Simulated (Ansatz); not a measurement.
**Ca: Core-electron binding energies**

Cell: an entry of the Crystallography Open Database (COD) (listed for 723 K) whose atoms were relaxed with PBE, the cell held, repeated to a supercell; a hole's nearest image is 6.5 Å away.

Space group P6_3/mmc (No. 194); a = 3.9800, c = 6.5200 Å, γ = 120.00°.

```
site  Wyckoff  site symmetry       x       y       z
 Ca1       2d           -6m2  0.3333  0.6667  0.7500
```

One atom of each set is listed; the run and its k-mesh use a cell of 6 atoms with edges of 6.89, 6.89, 6.52 Å.

All values are calculated (Ansatz; DFT, PBE, plane waves and PAW, scalar-relativistic, 420 eV cutoff, Γ-centred 5×5×4 k-points, Fermi–Dirac smearing 0.05 eV), not measured.

Each value is a total-energy difference between the cell with one core hole and the ground state (ΔSCF), counted from the Fermi energy. 

Problem. Give the Ca 2p lines of each distinct site.

Solution. 

```tsv
line	atom	first shell	E_B (eV)	j = l + ½ / j = l − ½ (eV)
Ca 2p	1	12 Ca at 3.98–3.99 Å	345.4	344.3 / 347.8
```

For p, d and f shells E_B is the weighted mean of the two lines, whose splitting comes from the free atom's Dirac orbitals.

Absolute PBE values can be off by an eV or more. Multiplets, satellites and widths aren't calculated.
